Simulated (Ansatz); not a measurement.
Runs of Ansatz 0.2.0 on Al. Symmetry: Im-3m, No. 229, cubic system. Conventional cell: a = 3.182 Å, b = 3.182 Å, c = 3.182 Å, α = 90.00°, β = 90.00°, γ = 90.00°. Around Al (site symmetry m-3m) lie 8 Al at 2.76 Å. This isn't the form of Al at room conditions, which is fcc.

```tsv
level	gap on the mesh (eV)	pressure (GPa)	relaxed volume (Å³/atom)
PBEsol+D3(BJ)	none	0.0	(a)
PBEsol+D3(BJ)-ATM	none	0.0	15.97
PBEsol+D4	none	0.0	16.18
PBEsol	none	0.0	16.59
```

Alike in all rows: task relaxation of cell and atoms; potentials or basis Ansatz PAW; no spin polarisation; cell relaxed; k mesh 12 × 12 × 12; cutoff (eV) 420; smearing fermi-dirac 0.05 eV.

Problem. Fill in the values left out.

Solution. (a) 15.90.

Caveats: the plane-wave basis is chosen anew once the cell has moved, so the energies of steps on either side of that aren't comparable; the PAW data sets come from PBE, with cores solved anew for the run's functional, which leaves a small shift of forces and pressure; pairwise dispersion overbinds metals, which lowers pressure and volume (some runs).

A gap of «none» marks a metal or a gap under the smearing width.
